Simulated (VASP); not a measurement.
Crystal: GaAs.

```
As Ga
1.0
     0.00000    2.82685    2.82685
     2.82685    0.00000    2.82685
     2.82685    2.82685    0.00000
As Ga
1 1
Direct
  0.75000 0.75000 0.75000
  0.00000 0.00000 0.00000
```

```yaml
Program: VASP 6.6.1
Task: relaxation of cell and atoms
Functional: BLYP
Dispersion: D3
Potentials_or_basis: VASP PAW PBE potentials, release 64 (As, Ga_d)
Cutoff: 600 eV
k_mesh: 8 × 8 × 8
Occupations: fermi-dirac, width 0.05 eV
Spin: no spin polarisation
```

At the start: pressure 4.2 GPa; volume 22.59 Å³/atom.

Question: How do energy, volume and symmetry change on relaxing?

Answer: Over 3 steps the energy falls by 18.4 meV/atom and the volume is 24.07 Å³/atom (+6.5 %); space group F-43m (No. 216, to 0.05 Å).

Step by step:
```csv
step,energy change (eV),largest force (eV/Å),pressure (GPa),volume (Å³)
1,0.0000,0.0000,4.22,45.18
2,-0.0329,0.0000,-1.16,49.18
3,-0.0367,0.0000,0.07,48.13
```

Final structure:
```xyz
2
Lattice="0.0000 2.8872 2.8872 2.8872 0.0000 2.8872 2.8872 2.8872 0.0000" Properties=species:S:1:pos:R:3 pbc="T T T"
As    4.3308    4.3308    4.3308
Ga    0.0000    0.0000    0.0000
```

Caveat: the PAW data sets were made with another functional, which shifts forces and pressure a little; pairwise dispersion overbinds metals, which lowers pressure and volume.
